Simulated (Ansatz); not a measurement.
# Hf2CO2 MXene bilayer (AA) in a perpendicular field, part 2 of 3

Wanted: the out-of-plane response of the Hf2CO2 MXene bilayer (AA). A positive field points along +c.

Ansatz 0.2.0; plane-wave DFT, PBE-D3(BJ), Ansatz PAW.

So far. Step 2 (Relaxation): The lattice constant a goes from 3.289 to 3.297 Å.

### Step 3. Single point, field 0, start network

A sawtooth potential applies the field, turning back in the middle of the vacuum. With the dipole correction the typed value is the field outside the slab. The induced dipole is small, so the SCF threshold is tight.

The cell differs from the one that the last finished run ended in (c 56.606 → 28.789 Å).

input.yaml reads:

```yaml
crystal:
  lattice:
    - [3.2969450564, 0.0, 0.0]
    - [-1.6484725282, 2.8552381737, 0.0]
    - [0.0, 0.0, 28.7893446621]
  atoms:
    - { symbol: O, position: [0.3333333333, 0.6666666667, 0.3126156606] }
    - { symbol: Hf, position: [0.6666666667, 0.3333333333, 0.3445926406] }
    - { symbol: C, position: [0.0, 0.0, 0.3921737895] }
    - { symbol: Hf, position: [0.3333333333, 0.6666666667, 0.4398537746] }
    - { symbol: O, position: [0.6666666667, 0.3333333333, 0.4701033113] }
    - { symbol: O, position: [0.3333333333, 0.6666666667, 0.5298966887] }
    - { symbol: Hf, position: [0.6666666667, 0.3333333333, 0.5601462254] }
    - { symbol: C, position: [0.0, 0.0, 0.6078262105] }
    - { symbol: Hf, position: [0.3333333333, 0.6666666667, 0.6554073594] }
    - { symbol: O, position: [0.6666666667, 0.3333333333, 0.6873843394] }
kpoints:
  mp_grid: { grid: [18, 18, 1] }
  band_path:
    path: [[0, 0, 0], [0.5, 0, 0], [0.33333333, 0.33333333, 0], [0, 0, 0]]
    npoints: 16
hamiltonian:
  xc: pbe
  dispersion: d3bj
scf:
  occupations: { method: fermi_dirac, width: 0.02585 }
  convergence: { dr2_threshold: 1.0e-10 }
efield:
  axis: 3
  dipole_correction: true
  ramp_position: 0.97
  ramp_width: 0.06
  amplitude: 0
output:
  dos: { projected: true, e_range: [-6, 5] }
  write_potential: true
  write_density: true
  volumetric_format: npy
  elf: true
```

The run is started by

```bash
ansatz run input.yaml --threads 4 --pin off --max-ram 8192MiB --backend cpu --events-out ev --progress --plain --runs-dir out
```

Numbers of over 12 decimals in the logs are rounded to 6 here.

What it wrote:

```text
[...]
Crystal: 10 atoms, lattice volume = 271.010 Å³
Basis set: ecut = 420 eV, 5413 PW (Γ)
Bands: 82, of which v1, the nominal top of the filled ones, is band 68 counted from 1 (67 counted from 0)
Symmetry: 6 space group operations
k-points: 37 of 324 (time reversal used)
[...]
SCF iter   1: F=—  HF=-65672.078226 eV  |F-HF|=—  |Δ(HF+E_count)|=         —  Δρ=4.49e-3  dr2=1.90e-1  ethr=1.77e-3  p=0.000 e·Å  D=4.04e-14 V/Å  ΔV_dip=-0.00 eV  dr2_dipole=1.03e-8  V_vac-E_F(+/−)=5.29/5.29 eV  ⟨swp⟩=6.9  Hψ=11429  notcnv=0  defer=71
efield: sawtooth ramp at fractional position 0.9700 (set: `efield.ramp_position`, or a place that a band, a saddle search or an elastic batch's reference lends), width 0.0600; the density the first Hamiltonian is built on has a dipole p = 0.000 e·Å; the dipole correction subtracts the counter field D = 4.04e-14 V/Å, which shifts the + side's vacuum level by -0.00 eV against the − side's; the planar-averaged density in the ramp window peaks in size at 7.2e-6 e/Å³
[...]
SCF iter   2: F=—  HF=-65672.066385 eV  |F-HF|=—  |Δ(HF+E_count)|=   1.18e-2  Δρ=3.08e-3  dr2=5.82e-2  ethr=1.40e-4  p=-0.000 e·Å  D=-1.85e-5 V/Å  ΔV_dip=0.00 eV  dr2_dipole=4.11e-8  V_vac-E_F(+/−)=4.90/4.90 eV  ⟨swp⟩=3.2  Hψ=4582  notcnv=0  defer=273
[...]
SCF iter  13: F=-65672.060328 eV  HF=-65672.060328 eV  |F-HF|=4.22e-10  |Δ(HF+E_count)|=    0.00e0  Δρ=6.26e-8  dr2=2.87e-11  ethr=1.00e-12  p=-0.000 e·Å  D=-2.22e-7 V/Å  ΔV_dip=0.00 eV  dr2_dipole=4.52e-12  V_vac-E_F(+/−)=4.93/4.93 eV  ⟨swp⟩=13.2  Hψ=11442  notcnv=0
SCF 1 converged in 13 iterations: F = -65672.060328 eV  dr2 = 2.87e-11
[...]
NSCF: frozen V_eff on 49 k-points
efield: sawtooth ramp at fractional position 0.9700 (kept from the solve that this one continues, or follows in the run), width 0.0600; the density the first Hamiltonian is built on has a dipole p = -0.000 e·Å; the dipole correction subtracts the counter field D = -2.22e-7 V/Å, which shifts the + side's vacuum level by +0.00 eV against the − side's; the planar-averaged density in the ramp window peaks in size at 4.8e-6 e/Å³
[...]
SCF converged after 13 iterations
Free energy (F): -65672.060328 eV
[...]
Internal energy: -65672.060328 eV  (E = F + TS)
E sigma→0 (E₀):  -65672.060328 eV
Fermi energy:    5.275342 eV
Dipole field:    D = 0.000002 V/Å  (p = 0.000003 e·Å, saw-weighted, corrected)
Work function:   Φ+ = 4.9297 eV   Φ− = 4.9298 eV
Levels:          The Fermi level and band energies are counted from a zero that moves with the ramp; work functions are not
[...]
--- Band table (eV; the first three rows and the last of 37) ---
  k-point 0: bands = [... 64 lower, 4.8503, 4.8503, 4.8951, 4.8951, 7.0045, 7.0045, 7.1560, 7.1560, ... 10 higher]
  k-point 1: bands = [... 64 lower, 4.5909, 4.6486, 4.6989, 4.7986, 7.0477, 7.1081, 7.1445, 7.3280, ... 10 higher]
  k-point 2: bands = [... 64 lower, 4.0173, 4.2187, 4.4020, 4.5349, 6.8855, 6.9719, 7.4876, 7.6368, ... 10 higher]
  k-point 36: bands = [... 64 lower, 2.4581, 2.4807, 2.5158, 2.5158, 7.2835, 7.4125, 8.3570, 8.3570, ... 10 higher]
```

Run time: 89 s. Hardware: 4 threads of Intel Xeon at 2.50GHz (Skylake/Cascade Lake), shared host; peak memory 1.4 GiB.

The column dr2 measures how far the density is from self-consistency, as an energy; F and HF (Harris–Foulkes) agree once it is small.

This step gave:

```yaml
dipole_along_the_normal: 3.35e-6 e·Å
gap_along_the_path: 0.7743 eV
smallest_direct_gap_along_the_path: 1.991 eV
ionisation_energy_upper_face: 5.310 eV
electron_affinity_upper_face: 4.536 eV
gap_the_smaller_of_path_and_mesh: 0.7743 eV
```

Running mean over a fixed 2.7 Å (it still follows the layers) of the planar mean; the ramp of the sawtooth is left out. Table of electron's electrostatic potential energy less the Fermi level by z:

| z (Å) | electron's electrostatic potential energy less the Fermi level (eV) |
| --- | --- |
| 3.5 | 4.93 |
| 4.0 | 4.93 |
| 4.5 | 4.93 |
| 5.0 | 4.93 |
| 5.5 | 4.93 |
| 6.0 | 4.92 |
| 6.5 | 4.88 |
| 7.0 | 4.63 |
| 7.5 | 3.30 |
| 8.0 | 0.525 |
| 8.5 | -2.77 |
| 9.0 | -5.88 |
| 9.5 | -8.04 |
| 10.0 | -9.53 |
| 10.5 | -9.45 |
| 11.0 | -8.82 |
| 11.5 | -8.81 |
| 12.0 | -9.46 |
| 12.5 | -9.83 |
| 13.0 | -8.54 |
| 13.5 | -7.20 |
| 14.0 | -6.41 |
| 14.5 | -6.37 |
| 15.0 | -6.64 |
| 15.5 | -7.72 |
| 16.0 | -9.20 |
| 16.5 | -9.88 |
| 17.0 | -9.09 |
| 17.5 | -8.77 |
| 18.0 | -8.99 |
| 18.5 | -9.69 |
| 19.0 | -9.02 |
| 19.5 | -7.25 |
| 20.0 | -4.64 |
| 20.5 | -1.38 |
| 21.0 | 1.83 |
| 21.5 | 4.05 |
| 22.0 | 4.79 |
| 22.5 | 4.90 |
| 23.0 | 4.92 |
| 23.5 | 4.93 |
| 24.0 | 4.93 |
| 24.5 | 4.93 |
| 25.0 | 4.93 |
| 25.5 | 4.93 |

The density of states has structure finer than the step of the table below, so its rows give means over 0.2 eV, whole bins alone (the curve runs from -6 to 2.38 eV). Peaks (eV: height): -5.97: 14.4, -5.92: 12.8, -5.72: 17.3, -5.12: 15.3, -4.62: 21.3, -4.35: 18.3, -4.24: 13.0.

Density of states against energy, zero at the Fermi level of the run, which the smearing sets inside the gap; means over each step:

```csv
energy (eV),density of states (states/eV a cell)
-5.8,9.10
-5.6,7.83
-5.4,7.03
-5.2,10.1
-5.0,6.33
-4.8,11.4
-4.6,14.4
-4.4,12.0
-4.2,8.27
-4.0,5.31
-3.8,3.00
-3.6,0
-3.4,1.54
-3.2,3.07
-3.0,4.58
-2.8,5.28
-2.6,4.80
-2.4,4.52
-2.2,5.12
-2.0,7.18
-1.8,8.10
-1.6,6.48
-1.4,4.00
-1.2,2.33
-1.0,1.08
-0.8,0.800
-0.6,0.626
-0.4,0.164
-0.2,0
0.0,0
0.2,0
0.4,0.232
0.6,0.825
0.8,0.959
1.0,1.59
1.2,2.95
1.4,4.08
1.6,4.45
1.8,3.47
2.0,2.01
2.2,1.03
```

Projected DOS per atom over height of the atomic layer and energy from the Fermi level. Layers: O Hf C Hf O O Hf C Hf O from below.

Values in states/eV, 22 rows by 10 columns, each cell a mean:
```
0.04 0.27 0.04 0.31 0.04 0.04 0.31 0.04 0.27 0.04
0.10 0.68 0.09 0.66 0.11 0.11 0.66 0.09 0.68 0.10
0.16 0.80 0.11 0.74 0.16 0.16 0.74 0.11 0.80 0.16
0.11 0.35 0.05 0.34 0.09 0.09 0.34 0.05 0.35 0.11
0.05 0.13 0.02 0.18 0.03 0.03 0.18 0.02 0.13 0.05
0.00 0.01 0.00 0.02 0.00 0.00 0.02 0.00 0.01 0.00
0.00 0.00 0.00 0.00 0.00 0.00 0.00 0.00 0.00 0.00
0.02 0.02 0.11 0.02 0.02 0.02 0.02 0.11 0.02 0.02
0.05 0.06 0.24 0.05 0.04 0.04 0.05 0.24 0.06 0.05
0.20 0.15 0.67 0.15 0.20 0.20 0.15 0.67 0.15 0.20
0.43 0.40 1.75 0.43 0.38 0.38 0.43 1.75 0.40 0.43
0.41 0.41 1.65 0.48 0.34 0.34 0.48 1.65 0.41 0.41
0.26 0.35 1.04 0.33 0.30 0.30 0.33 1.04 0.35 0.26
0.36 0.36 1.01 0.30 0.49 0.49 0.30 1.01 0.36 0.36
0.30 0.29 0.69 0.31 0.21 0.21 0.31 0.69 0.29 0.30
0.05 0.05 0.13 0.05 0.02 0.02 0.05 0.13 0.05 0.05
0.52 0.14 0.19 0.21 1.11 1.11 0.21 0.19 0.14 0.52
2.42 0.50 0.44 0.41 1.29 1.29 0.41 0.44 0.50 2.42
3.25 0.99 0.42 0.49 1.33 1.33 0.49 0.42 0.99 3.25
1.85 0.74 0.22 0.35 0.82 0.82 0.35 0.22 0.74 1.85
1.41 0.61 0.21 0.37 0.99 0.99 0.37 0.21 0.61 1.41
0.82 0.50 0.32 0.84 2.41 2.41 0.84 0.32 0.50 0.82
```
Columns: height of the atomic layer (Å) from 9 to 19.8 (not evenly spaced); rows upwards: energy from the Fermi level (eV) from -5.96 to 2.32.

Electronic bands along the path, in eV, zero at the Fermi level of the run, which the smearing sets inside the gap:

| point | band 65 | band 66 | band 67 | band 68 | band 69 | band 70 | band 71 | band 72 |
| --- | --- | --- | --- | --- | --- | --- | --- | --- |
| Γ | -0.43 | -0.43 | -0.38 | -0.38 | 1.73 | 1.73 | 1.88 | 1.88 |
| halfway | -1.67 | -1.51 | -1.41 | -1.36 | 1.00 | 1.31 | 3.06 | 3.11 |
| M | -1.97 | -1.72 | -1.60 | -1.60 | 0.39 | 1.00 | 3.12 | 3.58 |
| halfway | -2.55 | -2.40 | -2.17 | -2.01 | 1.38 | 1.73 | 3.25 | 3.42 |
| K | -2.82 | -2.79 | -2.76 | -2.76 | 2.01 | 2.14 | 3.08 | 3.08 |
| halfway | -2.10 | -2.10 | -1.71 | -1.42 | 1.52 | 1.66 | 2.58 | 2.75 |
| Γ | -0.43 | -0.43 | -0.38 | -0.38 | 1.73 | 1.73 | 1.88 | 1.88 |

Electrostatic potential energy in the ca plane at fractional y = 0.333, with atoms of Hf and O within 0.2 Å of it. With pseudopotentials it is smooth inside the atoms' cores, unlike the true potential.

Values in eV, 5 rows by 16 columns, each cell a mean:
```
-12 -23   2   4  -7   2  -6 -26  -2   5  -3  -2  10  10  10  10
-23 -33  -2   6 -26 -11 -15 -33 -10   7 -15 -21  10  10  10  10
-13 -24   2   4  -8   2  -6 -27  -2   5  -3  -2  10  10  10  10
  4   1   5  -3  -3   7   5   1   5  -1  -6   6  10  10  10  10
  4   2   5  -4  -3   7   5   1   5  -1  -6   6  10  10  10  10
```
Columns run along c (16.0 Å, from fractional 0.31 to 0.86 of the cell; values clipped at the 3rd and 97th percentile), rows up along a (3.3 Å). Atoms in or near the plane, at fractional coordinates: Hf at (0.34, 0.67), O at (0.47, 0.67), Hf at (0.56, 0.67), O at (0.69, 0.67).

Valence density in the ca plane at fractional y = 0.333, with atoms of Hf and O within 0.2 Å of it. It is the smooth field of the valence electrons, not physical close to the nuclei.

Ten steps, logarithmic in the rise over the least value, from '0' (0 e/Å³) to '9' (30 e/Å³), each cell a mean:
```
00000000000000000124432111111222101234321111
00000000000000000147873100012454201478741100
00000000000000000269985100013665212589852000
00000000000000000158984100013565211589851000
00000000000000000135652110012343101356531110
00000000000000000112221111111111001122211111
00000000000000001111111111222100011111111112
00000000000000001111111122222100011111111222
00000000000000000111111111122110001111111111
```
Columns run along c (16.0 Å, from fractional 0.09 to 0.65 of the cell), rows up along a (3.3 Å). Atoms in or near the plane, at fractional coordinates: Hf at (0.34, 0.67), O at (0.47, 0.67), Hf at (0.56, 0.67).

ELF in the ca plane at fractional y = 0.333, with atoms of Hf and O within 0.2 Å of it. It is the smooth field of the valence electrons, not physical close to the nuclei.

Ten even steps from '0' (0.00) to '9' (0.84), each cell a mean:
```
12454245311368620124542354112688741000000000
16999412213899971159994122127999963100000000
28999611114975992289996111148758973100000000
27999511114887982179995111138879973100000000
14786223211589841137873233115899852000000000
32222256411235311222222564111356521000000000
65212687422211003653125885222111100000000000
76313788523210014764136885232100000000000000
53111477421112102431114775211123210000000000
```
Columns run along c (16.0 Å, from fractional 0.31 to 0.86 of the cell), rows up along a (3.3 Å). Atoms in or near the plane, at fractional coordinates: Hf at (0.34, 0.67), O at (0.47, 0.67), Hf at (0.56, 0.67), O at (0.69, 0.67).

The gap is 0.77 eV, with the valence edge 5.31 eV and the conduction edge 4.54 eV under the upper vacuum level. Spin-orbit coupling, left out in this run, matters for the bands of elements this heavy.

### Step 4. Single point, field 0.1 V/Å

Changes to input.yaml since step 3:

```diff
@@ -30,7 +30,6 @@
   dipole_correction: true
-  ramp_position: 0.97
-  ramp_width: 0.06
-  amplitude: 0
+  ramp_position: 0.9489
+  ramp_width: 0.1022
+  amplitude: 0.1
 output:
-  dos: { projected: true, e_range: [-6, 5] }
   write_potential: true
@@ -38,2 +37 @@
   volumetric_format: npy
-  elf: true
```

What it wrote:

```text
[...]
Crystal: 10 atoms, lattice volume = 271.010 Å³
Basis set: ecut = 420 eV, 5413 PW (Γ)
Bands: 82, of which v1, the nominal top of the filled ones, is band 68 counted from 1 (67 counted from 0)
Symmetry: 6 space group operations
k-points: 37 of 324 (time reversal used)
[...]
k-point 0: bands = [... 64 lower, 4.8241, 4.8241, 4.9208, 4.9208, 6.9934, 6.9934, 7.1664, 7.1664, ... 10 higher]
  k-point 1: bands = [... 64 lower, 4.5692, 4.6701, 4.6827, 4.8142, 7.0294, 7.1233, 7.1352, 7.3367, ... 10 higher]
  k-point 2: bands = [... 64 lower, 4.0171, 4.2240, 4.3892, 4.5472, 6.8688, 6.9878, 7.4796, 7.6238, ... 10 higher]
  k-point 36: bands = [... 64 lower, 2.4636, 2.4880, 2.5131, 2.5677, 7.2710, 7.4244, 8.3010, 8.4110, ... 10 higher]
[key lines of the parts left out:]
SCF converged after 17 iterations
Free energy (F): -65672.063154 eV
Fermi energy:    5.284544 eV
Dipole field:    D = 0.037737 V/Å  (p = 0.056519 e·Å, saw-weighted, corrected)
```

Run time: 1.9 min. Hardware: 4 threads; peak memory 1.3 GiB; 6.9 min of CPU time.

The dipole is 0.0565 e·Å, and the gap 0.745 eV.

### Step 5. Atoms held, field -0.1 V/Å

Changes to input.yaml since step 4:

```diff
@@ -32,3 +32,3 @@
   ramp_width: 0.1022
-  amplitude: 0.1
+  amplitude: -0.1
 output:
```

What it wrote:

```text
[...]
Crystal: 10 atoms, lattice volume = 271.010 Å³
Basis set: ecut = 420 eV, 5413 PW (Γ)
Bands: 82, of which v1, the nominal top of the filled ones, is band 68 counted from 1 (67 counted from 0)
Symmetry: 6 space group operations
k-points: 37 of 324 (time reversal used)
[...]
k-point 0: bands = [... 64 lower, 4.8241, 4.8241, 4.9208, 4.9208, 6.9934, 6.9934, 7.1664, 7.1664, ... 10 higher]
  k-point 1: bands = [... 64 lower, 4.5691, 4.6701, 4.6827, 4.8142, 7.0294, 7.1233, 7.1352, 7.3368, ... 10 higher]
  k-point 2: bands = [... 64 lower, 4.0171, 4.2240, 4.3892, 4.5472, 6.8688, 6.9878, 7.4796, 7.6238, ... 10 higher]
  k-point 36: bands = [... 64 lower, 2.4636, 2.4880, 2.5131, 2.5677, 7.2710, 7.4244, 8.3010, 8.4110, ... 10 higher]
[key lines of the parts left out:]
SCF converged after 17 iterations
Free energy (F): -65672.063154 eV
Fermi energy:    5.284545 eV
Dipole field:    D = -0.037737 V/Å  (p = -0.056519 e·Å, saw-weighted, corrected)
```

Wall time 99 s (4 threads); peak memory 1.3 GiB; 6.3 min of CPU time.

The dipole is -0.0565 e·Å, and the gap 0.745 eV.

### Step 6. Atoms held, field 0.2 V/Å

Changes to input.yaml since step 5:

```diff
@@ -32,3 +32,3 @@
   ramp_width: 0.1022
-  amplitude: -0.1
+  amplitude: 0.2
 output:
```

What it wrote:

```text
[...]
Crystal: 10 atoms, lattice volume = 271.010 Å³
Basis set: ecut = 420 eV, 5413 PW (Γ)
Bands: 82, of which v1, the nominal top of the filled ones, is band 68 counted from 1 (67 counted from 0)
Symmetry: 6 space group operations
k-points: 37 of 324 (time reversal used)
[...]
k-point 0: bands = [... 64 lower, 4.7831, 4.7831, 4.9601, 4.9601, 6.9663, 6.9663, 7.1915, 7.1915, ... 10 higher]
  k-point 1: bands = [... 64 lower, 4.5317, 4.6486, 4.7068, 4.8468, 6.9947, 7.1110, 7.1476, 7.3589, ... 10 higher]
  k-point 2: bands = [... 64 lower, 4.0179, 4.2388, 4.3591, 4.5757, 6.8345, 7.0194, 7.4582, 7.5940, ... 10 higher]
  k-point 36: bands = [... 64 lower, 2.4115, 2.5237, 2.5540, 2.6192, 7.2416, 7.4518, 8.2435, 8.4623, ... 10 higher]
[key lines of the parts left out:]
SCF converged after 18 iterations
Free energy (F): -65672.071632 eV
Fermi energy:    5.298928 eV
Dipole field:    D = 0.075479 V/Å  (p = 0.113045 e·Å, saw-weighted, corrected)
```

Elapsed: 93 s, on 4 threads; peak memory 1.3 GiB; 6 min of CPU time.

The dipole is 0.113 e·Å, and the gap 0.696 eV.

[end of part 2 of 3]

[Logs are printed without paths, hosts, clocks, repeated set-up lines and the standing remarks that a program may print on its own settings, such as how far it seeks lower states.]

[Hosts, paths, dates, database ids (printed as entryN), source tags and the programs' standing remarks are cut or masked in the printed files.]

[Maps of the electrostatic potential energy from Ansatz leave out the sawtooth potential of an applied field or a dipole correction, so their vacuum need not be flat; planar profiles and work functions include it.]

[The density of states shown here was stored with 400 of the rows of the run's finer table, so its peaks can read low, often by over a quarter, or be missed, and its means over a window can be off by a tenth or more.]
